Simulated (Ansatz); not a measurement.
## LiH with an H vacancy: field gradients at two levels of theory

Cell: a supercell of LiH (rock salt type, Fm-3m) built from a Materials Project structure (computed, not necessarily an observed phase), with the ions relaxed around the defect (PBE).

```yaml
crystal:
  lattice:
    - [0.00000, 6.02586, 6.02586]
    - [6.02586, 0.00000, 6.02586]
    - [6.02586, 6.02586, 0.00000]
  atoms:
    - { symbol: Li, position: [0.00036, 0.00036, 0.00036] }
    - { symbol: Li, position: [0.99543, 0.99543, 0.33790] }
    - { symbol: Li, position: [0.00036, 0.00036, 0.66558] }
    - { symbol: Li, position: [0.99543, 0.33790, 0.99543] }
    - { symbol: Li, position: [0.99543, 0.33790, 0.33790] }
    - { symbol: Li, position: [0.00015, 0.33319, 0.66667] }
    - { symbol: Li, position: [0.00036, 0.66558, 0.00036] }
    - { symbol: Li, position: [0.00015, 0.66667, 0.33319] }
    - { symbol: Li, position: [0.00015, 0.66667, 0.66667] }
    - { symbol: Li, position: [0.33790, 0.99543, 0.99543] }
    - { symbol: Li, position: [0.33790, 0.99543, 0.33790] }
    - { symbol: Li, position: [0.33319, 0.00015, 0.66667] }
    - { symbol: Li, position: [0.33790, 0.33790, 0.99543] }
    - { symbol: Li, position: [0.33297, 0.33297, 0.33297] }
    - { symbol: Li, position: [0.33297, 0.33297, 0.66775] }
    - { symbol: Li, position: [0.33319, 0.66667, 0.00015] }
    - { symbol: Li, position: [0.33297, 0.66775, 0.33297] }
    - { symbol: Li, position: [0.33319, 0.66667, 0.66667] }
    - { symbol: Li, position: [0.66558, 0.00036, 0.00036] }
    - { symbol: Li, position: [0.66667, 0.00015, 0.33319] }
    - { symbol: Li, position: [0.66667, 0.00015, 0.66667] }
    - { symbol: Li, position: [0.66667, 0.33319, 0.00015] }
    - { symbol: Li, position: [0.66775, 0.33297, 0.33297] }
    - { symbol: Li, position: [0.66667, 0.33319, 0.66667] }
    - { symbol: Li, position: [0.66667, 0.66667, 0.00015] }
    - { symbol: Li, position: [0.66667, 0.66667, 0.33319] }
    - { symbol: Li, position: [0.66667, 0.66667, 0.66667] }
    - { symbol: H, position: [0.16667, 0.16667, 0.49968] }
    - { symbol: H, position: [0.16667, 0.16667, 0.83365] }
    - { symbol: H, position: [0.16667, 0.49968, 0.16667] }
    - { symbol: H, position: [0.16622, 0.50015, 0.50015] }
    - { symbol: H, position: [0.16667, 0.49968, 0.83365] }
    - { symbol: H, position: [0.16667, 0.83365, 0.16667] }
    - { symbol: H, position: [0.16667, 0.83365, 0.49968] }
    - { symbol: H, position: [0.16712, 0.83318, 0.83318] }
    - { symbol: H, position: [0.49968, 0.16667, 0.16667] }
    - { symbol: H, position: [0.50015, 0.16622, 0.50015] }
    - { symbol: H, position: [0.49968, 0.16667, 0.83365] }
    - { symbol: H, position: [0.50015, 0.50015, 0.16622] }
    - { symbol: H, position: [0.50015, 0.50015, 0.50015] }
    - { symbol: H, position: [0.50020, 0.50020, 0.83313] }
    - { symbol: H, position: [0.49968, 0.83365, 0.16667] }
    - { symbol: H, position: [0.50020, 0.83313, 0.50020] }
    - { symbol: H, position: [0.50020, 0.83313, 0.83313] }
    - { symbol: H, position: [0.83365, 0.16667, 0.16667] }
    - { symbol: H, position: [0.83365, 0.16667, 0.49968] }
    - { symbol: H, position: [0.83318, 0.16712, 0.83318] }
    - { symbol: H, position: [0.83365, 0.49968, 0.16667] }
    - { symbol: H, position: [0.83313, 0.50020, 0.50020] }
    - { symbol: H, position: [0.83313, 0.50020, 0.83313] }
    - { symbol: H, position: [0.83318, 0.83318, 0.16712] }
    - { symbol: H, position: [0.83313, 0.83313, 0.50020] }
    - { symbol: H, position: [0.83318, 0.83318, 0.83318] }
```

Atoms are numbered from 1 in the order listed; like atoms form one site, named after its first atom.

First run. All values are calculated (Ansatz; DFT, PBE, plane waves and PAW, scalar-relativistic, collinear spin, 420 eV cutoff, Γ-centred 3×3×3 k-points, Fermi–Dirac smearing 0.01 eV), not measured. Start moments as typed (μB): 0 0.5 0 0.5 0.5 0 0 0 0 0.5 0.5 0 0.5 0 0 0 0 0 0 0 0 0 0 0 0 0 0 0 0 0 0 0 0 0 0 0 0 0 0 0 0 0 0 0 0 0 0 0 0 0 0 0 0 by atom.

| site | atom | V_zz (10²¹ V/m²) | η | m (μB) |
| --- | --- | --- | --- | --- |
| H28 | 28 | -0.029 | 0.19 | 0.00 |
| H41 | 41 | 0.024 | 0.00 | 0.00 |

Second run. The same atoms and settings, except that the functional is r2SCAN and the cutoff is 500 eV.

Problem. What does the second run give?

Solution. 

| site | atom | V_zz | η | change of V_zz | m (μB) |
| --- | --- | --- | --- | --- | --- |
| H28 | 28 | -0.030 | 0.20 | 0.00 | 0.01 |
| H41 | 41 | 0.025 | 0.00 | 0.00 | 0.00 |

No V_zz moves by more than 0.01. Sites with |V_zz| of 0.02 or less aren't listed.

The defect repeats with the cell of 53 atoms, so it feels its images: sites between two images don't show the values beside a lone defect, and zeros or small values of η there can come from the images' arrangement. The relaxation keeps the symmetry of the vacancy's site, so distortions that break it, Jahn–Teller ones too, aren't explored.
For the second run: The program didn't check the stability of this electronic state in full, so a lower one may lie near.
